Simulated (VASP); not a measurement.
# WS2 (P6_3/mmc) in VASP: single point with HSE06

Aim: the single point of WS2 with HSE06.

Everything below comes from runs of VASP 6.6.1. Logs are shortened: lines on timing, memory, paths and dates and some standing lists are left out, and cuts for length are marked.

**1. The crystal as given**

The structure is hexagonal, space group P6_3/mmc (No. 194). Conventional cell: a = 3.147 Å, b = 3.147 Å, c = 12.681 Å, α = 90.00°, β = 90.00°, γ = 120.00°. W (site symmetry -6m2) has 6 S at 2.40 Å as nearest neighbours. S (site symmetry 3m) has 3 W at 2.40 Å as nearest neighbours.

The cell is a database's computed one.

**2. Single point, HSE06**

File POSCAR:

```
WS2
1.0
    3.1468500000      0.0000000000      0.0000000000
   -1.5734200000      2.7252500000      0.0000000000
    0.0000000000      0.0000000000     12.6806900000
W S
2 4
Direct
    0.3333300000      0.6666700000      0.2500000000
    0.6666700000      0.3333300000      0.7500000000
    0.3333300000      0.6666700000      0.6263300000
    0.6666700000      0.3333300000      0.1263300000
    0.3333300000      0.6666700000      0.8736700000
    0.6666700000      0.3333300000      0.3736700000
```

File INCAR.step1:

```
SYSTEM = WS2
  PREC = Accurate
  ENCUT = 520
  EDIFF = 1E-5
  ISMEAR = 0
  SIGMA = 0.02
  LREAL = .FALSE.
  LASPH = .TRUE.
  NELM = 100
  ALGO = Normal
  ISIF = 2
  LWAVE = .TRUE.
  LCHARG = .FALSE.
  GGA = PE
```

File INCAR.step2:

```
SYSTEM = WS2
  PREC = Accurate
  ENCUT = 520
  EDIFF = 1E-6
  ISMEAR = 0
  SIGMA = 0.02
  LREAL = .FALSE.
  LASPH = .TRUE.
  NELM = 100
  ALGO = Normal
  ISIF = 2
  LWAVE = .FALSE.
  LCHARG = .FALSE.
  GGA = PE
  LHFCALC = .TRUE.
  HFSCREEN = 0.2
  PRECFOCK = Fast
  ISTART = 1
```

File KPOINTS:

```
Automatic mesh
0
G
  6 6 2
  0 0 0
```

Potentials or basis: VASP PAW PBE potentials, release 64 (W_sv, S).

Command:

```
$ cat potpaw_PBE.64/W_sv/POTCAR potpaw_PBE.64/S/POTCAR > POTCAR
$ cp INCAR.step1 INCAR
$ mpirun -np 1 vasp_std > vasp.out
$ cp INCAR.step2 INCAR
$ mpirun -np 1 vasp_std > vasp.out
```

OUTCAR:

```text
SYSTEM = WS2
   PREC = Accurate
   ENCUT = 520
   EDIFF = 1E-6
   ISMEAR = 0
   LREAL = .FALSE.
   LASPH = .TRUE.
   NELM = 100
   ISIF = 2
   GGA = PE
   LHFCALC = .TRUE.
   HFSCREEN = 0.2
   PRECFOCK = Fast
   ISTART = 1

 ion  position               nearest neighbor table
   1  0.333  0.667  0.250-   4 2.40   6 2.40   4 2.40   6 2.40   4 2.40   6 2.40
   2  0.667  0.333  0.750-   3 2.40   5 2.40   3 2.40   5 2.40   3 2.40   5 2.40
   3  0.333  0.667  0.626-   2 2.40   2 2.40   2 2.40
   4  0.667  0.333  0.126-   1 2.40   1 2.40   1 2.40
   5  0.333  0.667  0.874-   2 2.40   2 2.40   2 2.40
   6  0.667  0.333  0.374-   1 2.40   1 2.40   1 2.40

  LATTYP: Found a hexagonal cell.
 ALAT       =     3.1468500000
 C/A-ratio  =     4.0296455185

  Lattice vectors:

 A1 = (   3.1468500000,   0.0000000000,   0.0000000000)
 A2 = (  -1.5734200000,   2.7252500000,   0.0000000000)
 A3 = (   0.0000000000,   0.0000000000,  12.6806900000)

Analysis of symmetry for initial positions (statically):
=====================================================================
 Subroutine PRICEL returns:
 Original cell was already a primitive cell.

 Routine SETGRP: Setting up the symmetry group for a
 hexagonal supercell.

 Subroutine GETGRP returns: Found  8 space group operations
 (whereof  4 operations were pure point group operations)
 out of a pool of 24 trial point group operations.

The static configuration has the point symmetry C_2h.
 The point group associated with its full space group is D_2h.

Analysis of symmetry for dynamics (positions and initial velocities):
=====================================================================
 Subroutine PRICEL returns:
 Original cell was already a primitive cell.

 Routine SETGRP: Setting up the symmetry group for a
 hexagonal supercell.

 Subroutine GETGRP returns: Found  8 space group operations
 (whereof  4 operations were pure point group operations)
 out of a pool of 24 trial point group operations.

The dynamic configuration has the point symmetry C_2h.
 The point group associated with its full space group is D_2h.

 Subroutine INISYM returns: Found  8 space group operations
 (whereof  4 operations are pure point group operations),
 and found     1 'primitive' translations

----------------------------------------------------------------------------------------

                                     Primitive cell

  volume of cell :     108.7490

  direct lattice vectors                    reciprocal lattice vectors
     3.146850000  0.000000000  0.000000000     0.317778096  0.183468823  0.000000000
    -1.573420000  2.725250000  0.000000000     0.000000000  0.366938813  0.000000000
     0.000000000  0.000000000 12.680690000     0.000000000  0.000000000  0.078860062

  length of vectors
     3.146850000  3.146845732 12.680690000     0.366938315  0.366938813  0.078860062

  position of ions in fractional coordinates (direct lattice)
     0.333330000  0.666670000  0.250000000
     0.666670000  0.333330000  0.750000000
     0.333330000  0.666670000  0.626330000
     0.666670000  0.333330000  0.126330000
     0.333330000  0.666670000  0.873670000
     0.666670000  0.333330000  0.373670000

  ion indices of the primitive-cell ions
   primitive index   ion index
                 1           1
                 2           2
                 3           3
                 4           4
                 5           5
                 6           6

----------------------------------------------------------------------------------------

 KPOINTS: Automatic mesh

Automatic generation of k-mesh.
 Grid dimensions read from file:
 generate k-points for:    6    6    2

 Generating k-lattice:

  Cartesian coordinates                     Fractional coordinates (reciprocal lattice)
     0.052963016  0.030578137  0.000000000     0.166666667 -0.000000000  0.000000000
     0.000000000  0.061156469  0.000000000     0.000000000  0.166666667  0.000000000
     0.000000000  0.000000000  0.039430031     0.000000000  0.000000000  0.500000000

  Length of vectors
     0.061156386  0.061156469  0.039430031

  Shift w.r.t. Gamma in fractional coordinates (k-lattice)
     0.000000000  0.000000000  0.000000000

 Subroutine IBZKPT returns following result:
 ===========================================

 Found     26 irreducible k-points:

 Following reciprocal coordinates:
            Coordinates               Weight
  0.000000  0.000000  0.000000      1.000000
  0.166667  0.000000  0.000000      4.000000
 -0.166667  0.166667  0.000000      2.000000
  0.333333  0.000000  0.000000      4.000000
 -0.333333  0.333333  0.000000      2.000000
  0.500000  0.000000  0.000000      2.000000
[... 16 lines left out ...]
  0.333333  0.166667  0.500000      4.000000
 -0.166667  0.500000  0.500000      4.000000
 [... further k-points ...]
   k-points           NKPTS =     26   k-points in BZ     NKDIM =     72   number of bands    NBANDS=     31
   number of dos      NEDOS =    301   number of ions     NIONS =      6
   total plane-waves  NPLWV =  55296
   dimension x,y,z NGX =    24 NGY =   24 NGZ =   96
   dimension x,y,z NGXF=    48 NGYF=   48 NGZF=  192
   ions per type =               2   4
   NGX,Y,Z   is equivalent  to a cutoff of  12.68, 12.68, 12.59 a.u.
   NGXF,Y,Z  is equivalent  to a cutoff of  25.36, 25.36, 25.17 a.u.
 SYSTEM =  WS2
   PREC   = accura    normal or accurate (medium, high low for compatibility)
   ISTART =      1    job   : 0-new  1-cont  2-samecut
   ICHARG =      0    charge: 1-file 2-atom 10-const
   ISPIN  =      1    spin polarized calculation?
   LNONCOLLINEAR =      F non collinear calculations
   LSORBIT =      F    spin-orbit coupling
   LASPH  =      T    aspherical Exc in radial PAW
   ENCUT  =  520.0 eV  38.22 Ry    6.18 a.u.   5.85  5.85 23.58*2*pi/ulx,y,z
   NELM   =    100;   NELMIN=  2; NELMDL=  0     # of ELM steps
   EDIFF  = 0.1E-05   stopping-criterion for ELM
   LREAL  =      F    real-space projection
   EDIFFG = 0.1E-04   stopping-criterion for IOM
   NSW    =      0    number of steps for IOM
   IBRION =     -1    ionic relax: 0-MD 1-quasi-New 2-CG
   NFREE  =      0    steps in history (QN), initial steepest desc. (CG)
   ISIF   =      2    stress and relaxation
   ISYM   =      3    0-nonsym 1-usesym 2-fastsym
   POTIM  = 0.5000    time-step for ionic-motion
   TEBEG  =    0.0;   TEEND  =   0.0 temperature during run
   PSTRESS=    0.0 pullay stress
   NELECT =      52.0000    total number of electrons
   NUPDOWN=      -1.0000    fix difference up-down
   EMIN   =  10.00;   EMAX   =-10.00  energy-range for DOS
   EFERMI =   0.00;   METHOD = LEGACY
   ISMEAR =     0;   SIGMA  =   0.02  broadening in eV -4-tet -1-fermi 0-gaus
   EFERMI_NEDOS =   21; number of points for ismear=-14 and -15
   IALGO  =     38    algorithm
   IMIX   =      1    mixing-type and parameters
     AMIX     =   0.40;   BMIX     =  1.00
     AMIX_MAG =   1.60;   BMIX_MAG =  1.00
  volume/ion in A,a.u.               =      18.12       122.31
  Fermi-wavevector in a.u.,A,eV,Ry     =   1.280170  2.419170 22.297694  1.638834
  Thomas-Fermi vector in A             =   2.412613
   LORBIT       =      0    0 simple, 1 ext, 2 COOP (PROOUT), +10 PAW based schemes
   GGA     = PE    functional components
   LHFCALC =     T    Hartree Fock is set to
   PRECFOCK=fast      Normal, Fast or Accurate (Low or Medium for compatibility)
   ENCUT4O =  -1.0   cutoff for four orbital integrals eV
   NKREDX  =     1    reduce k-point grid by
   NKREDY  =     1    reduce k-point grid by
   NKREDZ  =     1    reduce k-point grid by
   AEXX    =    0.2500 exact exchange contribution
   HFSCREEN=    0.2000 screening length (either q_TF or 0.3 A-1)
   HFSCREENC=   0.2000 screening length for correlation (either q_TF or 0.3 A-1)
   ENCUTFOCK=  -1.0 apply spherical cutoff to Coloumb kernel
   IVDW    =     0    specifies the selected vdW correction
   LEPSILON=     F    determine dielectric tensor
   LRPA    =     F    only Hartree local field effects (RPA)
 non-spin polarized calculation
 Gauss-broadening in eV      SIGMA  =   0.02
  energy-cutoff  :      520.00
  volume of cell :      108.75
 maximum number of plane-waves:      2957
  NGX = 14; NGY = 14; NGZ = 56

 number of electron      51.9999992 magnetization

 Free energy of the ion-electron system (eV)
  ---------------------------------------------------
  ext. energy  EPLUGINS =         0.00000000
  ---------------------------------------------------
  free energy    TOTEN  =       -56.35782401 eV

  energy without entropy =      -56.35782401  energy(sigma->0) =      -56.35782401

 E-fermi :   6.8179     XC(G=0):  -8.8715

 val. band max:        6.6940021675   @ k =   0.0000   0.0000   0.0000
 cond. band min:       8.4054291849   @ k =  -0.1667   0.3333   0.0000
 fundamental gap:      1.7114270174
 Fermi energy:         6.8178535885

 k-point     1 :       0.0000    0.0000    0.0000
  band No.  band energies     occupation
      1     -71.8195      2.00000
      2     -71.8194      2.00000
      3     -34.6333      2.00000
      4     -34.6332      2.00000
      5     -34.3985      2.00000
      6     -34.3985      2.00000
[... 23 lines left out ...]
     30       9.9208      0.00000
     31       9.9438      0.00000

 k-point     2 :       0.1667    0.0000    0.0000
  band No.  band energies     occupation
      1     -71.8131      2.00000
      2     -71.8130      2.00000
      3     -34.6121      2.00000
      4     -34.6119      2.00000
      5     -34.5168      2.00000
      6     -34.5167      2.00000
[... 23 lines left out ...]
     30       9.7238      0.00000
     31       9.7419      0.00000

 k-point     3 :      -0.1667    0.1667    0.0000
  band No.  band energies     occupation
      1     -71.8131      2.00000
      2     -71.8130      2.00000
      3     -34.6121      2.00000
      4     -34.6119      2.00000
      5     -34.5168      2.00000
      6     -34.5167      2.00000
[... 703 lines left out ...]
     30      10.3056      0.00000
     31      10.8165      0.00000

 k-point    24 :      -0.1667    0.5000    0.5000
  band No.  band energies     occupation
      1     -71.7941      2.00000
      2     -71.7939      2.00000
      3     -34.8012      2.00000
      4     -34.8010      2.00000
      5     -34.5673      2.00000
      6     -34.5671      2.00000
[... 23 lines left out ...]
     30      10.3057      0.00000
     31      10.8167      0.00000

 [... further k-points ...]

------------------------ aborting loop because EDIFF is reached ----------------------------------------

  FORCE on cell =-STRESS in cart. coord.  units (eV):
  Direction    XX          YY          ZZ          XY          YZ          ZX
  --------------------------------------------------------------------------------------
  -------------------------------------------------------------------------------------
  Total        0.2502422      0.2481715     -0.5615790     -0.0017925      0.0000000     -0.0000000
  in kB        3.6867688      3.6562614     -8.2736309     -0.0264088      0.0000000     -0.0000000
  external PRESSURE =      -0.3102003 kB  Pullay stress =       0.0000000 kB

 VOLUME and BASIS-vectors are now :
 -----------------------------------------------------------------------------
  energy-cutoff  :      520.00
  volume of cell :      108.75
      direct lattice vectors                 reciprocal lattice vectors
     3.146850000  0.000000000  0.000000000     0.317778096  0.183468823  0.000000000
    -1.573420000  2.725250000  0.000000000     0.000000000  0.366938813  0.000000000
     0.000000000  0.000000000 12.680690000     0.000000000  0.000000000  0.078860062

 POSITION                                       TOTAL-FORCE (eV/Angst)
 -----------------------------------------------------------------------------------
     -0.00001      1.81684      3.17017         0.000726     -0.000419      0.000000
      1.57344      0.90841      9.51052        -0.000726      0.000419      0.000000
     -0.00001      1.81684      7.94230         0.000368     -0.000212      0.272759
      1.57344      0.90841      1.60195        -0.000368      0.000212      0.272759
     -0.00001      1.81684     11.07874         0.000368     -0.000212     -0.272759
      1.57344      0.90841      4.73839        -0.000368      0.000212     -0.272759
 -----------------------------------------------------------------------------------
    total drift:                               -0.000032     -0.000015     -0.000435

  FREE ENERGIE OF THE ION-ELECTRON SYSTEM (eV)
  ---------------------------------------------------
  free  energy   TOTEN  =       -56.3578240069 eV

  energy  without entropy=      -56.3578240069  energy(sigma->0) =      -56.35782401
```

It took 64 min on 1 thread of Intel Xeon 6975P-C (Granite Rapids), shared host; peak memory 0.41 GiB.

Results:

```yaml
Free_energy: -56.3578 eV
Pressure: 0.0 GPa
Largest_force: 0.273 eV/Å
Band_gap_on_the_k_mesh: 1.71 eV, indirect (least direct gap 2.39 eV)
```

Forces on the atoms (eV/Å):
```
W    0.001  0.000  0.000
W   -0.001  0.000  0.000
S    0.000  0.000  0.273
S    0.000  0.000  0.273
S    0.000  0.000 -0.273
S    0.000  0.000 -0.273
```

Caveat: the PAW data sets were made with another functional, which shifts forces and pressure a little; spin-orbit coupling is left out, which moves the levels of the heavy elements; this functional lacks dispersion, which binds the layers, so the pressure and a relaxed spacing across them are unreliable. A k mesh can miss the band edges.
